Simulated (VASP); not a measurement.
Write the native input for VASP 6.6.1 that does the following.

```yaml
Task: relaxation of cell and atoms
Functional: PBE
Dispersion: D3(BJ)
Potentials_or_basis: VASP PAW PBE potentials, release 64 (Al, Pt)
Cutoff: 600 eV
k_mesh: 12 × 12 × 12
Occupations: methfessel-paxton, width 0.1 eV
Spin: no spin polarisation
Further_INCAR_settings: ALGO = Normal; EDIFF = 1e-06; IBRION = 2; EDIFFG = -0.01; NSW = 90; ISIF = 3
```

The structure of Al2Pt lies in POSCAR:

```
Al2Pt
1.0
    0.0000000000      2.9550000000      2.9550000000
    2.9550000000      0.0000000000      2.9550000000
    2.9550000000      2.9550000000      0.0000000000
Al Pt
2 1
Direct
    0.2500000000      0.2500000000      0.2500000000
    0.7500000000      0.7500000000      0.7500000000
    0.0000000000      0.0000000000      0.0000000000
```

One way to write it, as run:

INCAR

```
PREC     = Accurate       # precision mode
ENCUT    = 600            # plane-wave cutoff, eV
EDIFF    = 1E-6           # SCF threshold, eV
ISMEAR   = 1              # smearing method
SIGMA    = 0.1            # smearing width, eV
LREAL    = F              # projectors in reciprocal space
LASPH    = T              # aspherical terms in the spheres
NELM     = 80             # most SCF steps
ALGO     = Normal         # electronic algorithm
ISIF     = 3              # what is computed and relaxed
LWAVE    = F              # write WAVECAR
LCHARG   = F              # write CHGCAR
GGA      = PE             # functional
IVDW     = 12             # dispersion correction
IBRION   = 2              # ionic algorithm
NSW      = 90             # ionic steps
EDIFFG   = -0.01          # ionic threshold
```

KPOINTS

```
regular mesh
0
Gamma
  12 12 12
```

Potentials or basis: VASP PAW PBE potentials, release 64 (Al, Pt).

Run with:

```sh
$ cat potpaw_PBE.64/Al/POTCAR potpaw_PBE.64/Pt/POTCAR > POTCAR
$ mpirun -np 1 vasp_std > vasp.out
```

Results of the run:

```yaml
Relaxed_volume: 16.97 Å³/atom
Relaxed_cell: a = 4.160 Å, b = 4.160 Å, c = 4.160 Å, α = 60.00°, β = 60.00°, γ = 60.00°
Space_group_after_relaxing_to_0.05_Å: Fm-3m (No. 225)
Energy_gained_by_relaxing: 1.4 meV/atom
Ionic_steps: 3
Pressure_after_relaxing: 0.0 GPa
Band_gap_on_the_k_mesh: none (metal or under the smearing width)
Dispersion_energy_per_atom: -0.434 eV
```

Caveat: pairwise dispersion overbinds metals, which lowers pressure and volume.

Wall time 57 s on 1 thread of Intel(R) Xeon(R) 6975P-C (Granite Rapids), with other jobs on the host, peak memory 0.25 GiB.
